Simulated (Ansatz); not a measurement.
The system is CdSe.

```
Cd Se
1.0
     0.00000    3.07027    3.07027
     3.07027    0.00000    3.07027
     3.07027    3.07027    0.00000
Cd Se
1 1
Direct
  0.00000 0.00000 0.00000
  0.25000 0.25000 0.25000
```

Measurements of this composition are mostly on another form, of space group No. 186.

* Program: Ansatz 0.2.0
* Task: relaxation of cell and atoms
* Functional: LDA
* Potentials or basis: all-electron LAPW, scalar-relativistic
* Basis error allowed: 0.001 eV/atom
* k mesh: 8 × 8 × 8
* Occupations: fermi-dirac, width 0.05 eV
* Spin: no spin polarisation

At the start: volume 28.94 Å³/atom.

**Question.** Where does the relaxation end?

**Answer.** Over 5 steps the energy falls by 19.7 meV/atom and the volume is 27.12 Å³/atom (-6.3 %); space group F-43m (No. 216, to 0.05 Å).

Step by step:
```
step  energy change (eV)  largest force (eV/Å)  volume (Å³)
   1              0.0000                0.0000        57.88
   2             -0.0343                0.0000        53.01
   3             -0.0394                0.0000        54.38
   4             -0.0394                0.0000        54.23
   5             -0.0394                0.0000        54.23
```

Final structure:
```
Cd Se
1.0
     0.00000    3.00430    3.00430
     3.00430    0.00000    3.00430
     3.00430    3.00430    0.00000
Cd Se
1 1
Direct
  0.00000 0.00000 0.00000
  0.25000 0.25000 0.25000
```
